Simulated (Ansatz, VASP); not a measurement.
## AlNi: VASP beside Ansatz

```
Al Ni
1.0
     2.02133   -2.02135    0.00000
     2.02133    2.02135    0.00000
     0.00000    0.00000    2.86941
Al Ni
1 1
Direct
  0.00000 0.00000 0.00000
  0.50000 0.50000 0.50000
```

Alike in both runs: functional PBEsol; k mesh 16 × 16 × 14; occupations gaussian, width 0.1 eV; no spin polarisation.

Ansatz relaxed the structure, and its values are those at the end. VASP's run is a single point on that final structure, the one shown.

|  | VASP | Ansatz |
| --- | --- | --- |
| version | VASP 6.6.1 | Ansatz 0.2.0 |
| potentials or method | VASP PAW PBE potentials, release 64 (Al, Ni) | scalar-relativistic, plane waves, PAW |
| plane-wave cutoff (eV) | 520 | 420 |
| valence electrons in the cell | 13 | 21 |

Ansatz gave:

```
gap on the k mesh at the Fermi level (eV) : none
pressure (GPa)                            : 0.0
```

Question: Estimate VASP's values.

Answer: gap on the k mesh at the Fermi level (eV): none; pressure (GPa): 0.1.

A gap of «none» marks a metal or a gap that the smearing closes. The two sets of potentials don't hold the same shells in valence.

Caveats: the PAW data sets were made with another functional, which shifts forces and pressure a little (VASP). Spin polarisation is off, so any magnetic state and its effect on volume and gap are missing.
